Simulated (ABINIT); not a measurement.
Runs of ABINIT 10.8.3 (patched build) on KBr. The structure is cubic, space group Fm-3m (No. 225). The conventional cell has a = 6.600 Å, b = 6.600 Å, c = 6.600 Å, α = 90.00°, β = 90.00°, γ = 90.00°. Br (site symmetry m-3m) has 6 K at 3.30 Å as nearest neighbours. K (site symmetry m-3m) has 6 Br at 3.30 Å as nearest neighbours. 

```csv
task,level,spin,cutoff (eV),fine-grid cutoff,gap on the mesh (eV),pressure (GPa),V0 of scaled cells (Å³/atom),B0 (GPa)
equation of state,AM05,off,544,1088.46 eV,-,-,(a),12
equation of state,BLYP+D2,off,544,1088.46 eV,-,-,37.48,22
band structure,BLYP,"SOC, no magnetisation",544,1088.46 eV,4.27,1.5,-,-
band structure,r2SCAN,off,653,1251.72 eV,(b),0.1,-,-
```

Alike in all rows: potentials or basis JTH PAW PBE v2.0; cell as given; k mesh 7 × 7 × 7; smearing fermi-dirac 0.05 eV.

Question: Fill in the values left out.

Answer: (a) 37.23; (b) 5.08.

Caveats: the PAW data sets were made with another functional, which shifts forces and pressure a little; pressures at fixed basis lie under the slope of the energies (some runs).

A k mesh can miss the band edges, and rows without SOC leave out spin-orbit coupling on Br.

Runs at the PBE level aren't shown here.
